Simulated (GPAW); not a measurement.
A run of GPAW 26.7.0 is set up as follows.

Contents of run.py:

```python
from ase.eos import EquationOfState
from ase.io import Trajectory
from ase.spacegroup import crystal
from ase.units import GPa
from gpaw import GPAW, PW

# Al 4a
atoms = crystal(['Al'],
                basis=[[0.0, 0.0, 0.0]],
                spacegroup=225, setting=1,  # Fm-3m
                cellpar=[4.04961, 4.04961, 4.04961, 90.0, 90.0, 90.0],
                primitive_cell=True)

traj = Trajectory('eos.traj', 'w')
volumes, energies = [], []
for x in [0.94, 0.96, 0.98, 1.0, 1.02, 1.04, 1.06]:
    a = atoms.copy()
    a.set_cell(atoms.cell * x**(1 / 3), scale_atoms=True)
    calc = GPAW(mode=PW(600),
                xc={'name': 'optPBE-vdW', 'backend': 'libvdwxc'},
                kpts={'size': (11, 11, 11), 'gamma': True},
                occupations={'name': 'fermi-dirac', 'width': 0.05},
                nbands=7,
                convergence={'density': 1e-05, 'energy': 1e-05},
                maxiter=150,
                txt=f'eos-{x:.2f}.txt')
    a.calc = calc
    energies.append(a.get_potential_energy(force_consistent=True))
    volumes.append(a.get_volume())
    calc.write(f'eos-{x:.2f}.gpw')
    traj.write(a)
    print(f'{x:.2f} {volumes[-1]:10.4f} A^3 {energies[-1]:14.6f} eV', flush=True)

v0, e0, B = EquationOfState(volumes, energies, eos='birchmurnaghan').fit()
print(f'V0 = {v0:.4f} A^3, E0 = {e0:.6f} eV, B0 = {B / GPa:.2f} GPa')
```

Potentials or basis: GPAW PAW data sets (gpaw-data 1.2.1), pw.

Launch:

```sh
$ OMP_NUM_THREADS=1 python run.py
```

(1) Predict the bulk modulus.

(2) What does it give for the pressure derivative of the bulk modulus?

(3) Estimate the equilibrium volume.

## Answers

(1) 71 GPa.

(2) 4.6.

(3) 17.00 Å³/atom.

Caveat: the PAW data sets were made with another functional, which shifts forces and pressure a little.

**Experimental background.**

“The interpretation of polycrystalline coherent inelastic neutron scattering from aluminium”, 2013, pmc:3831299 quotes, for a bulk crystal of Al: bulk modulus 76.9 GPa.

Measured bulk modulus of Al: 76.9 GPa (quoted in “The interpretation of polycrystalline coherent inelastic neutron scattering from aluminium”, 2013, pmc:3831299). This calculation gives 71 GPa (-8.1 %). The fit is for a static lattice scaled at fixed shape and fixed fractional positions. The cell as given is a measured one (16.60 Å³/atom); optPBE-vdW puts the equilibrium volume +2.4 % from it, thermal expansion not counted.
